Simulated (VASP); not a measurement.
A run of VASP 6.6.1 is set up as follows.

INCAR

```
SYSTEM = Ta
ALGO     = Fast           ! electronic algorithm
EDIFF    = 1E-7           ! SCF threshold, eV
ENCUT    = 520            ! plane-wave cutoff, eV
GGA      = PE             ! functional
ISIF     = 2              ! what is computed and relaxed
ISMEAR   = 0              ! smearing method
LASPH    = .TRUE.         ! aspherical terms in the spheres
LCHARG   = .FALSE.        ! write CHGCAR
LREAL    = .FALSE.        ! projectors in reciprocal space
LWAVE    = .FALSE.        ! write WAVECAR
NBANDS   = 18             ! bands
NELM     = 100            ! most SCF steps
PREC     = Accurate       ! precision mode
SIGMA    = 0.1            ! smearing width, eV
```

File KPOINTS:

```
k-points
0
G
  15 15 8
  0 0 0
```

POSCAR

```
Ta
1.0
    2.9003720726      0.0000000000      0.0000000000
   -1.4501860363      2.5117958953      0.0000000000
    0.0000000000      0.0000000000      5.1662740000
Ta
2
Direct
    0.6666666700      0.3333333300      0.7500000000
    0.3393836529      0.7434762549      0.1904657980
```

Potentials or basis: VASP PAW PBE potentials, release 64 (Ta_pv).

Command:

```sh
$ cat potpaw_PBE.64/Ta_pv/POTCAR > POTCAR
$ mpirun -np 1 vasp_std > vasp.out
```

**Question.** What does it give for the largest force?

**Answer.** 3.194 eV/Å.

**Question.** Predict the band gap on the k mesh.

**Answer.** None (metal or under the smearing width).

Stress tensor (GPa, compression positive):
```
 2.39  1.55 -1.84
 1.55 10.54  1.99
-1.84  1.99  6.96
```

Caveat: forces of over 1 eV/Å show positions far from the minimum, so gaps and moduli don't describe the material at rest. Spin-orbit coupling is left out, which matters for the levels of Ta.
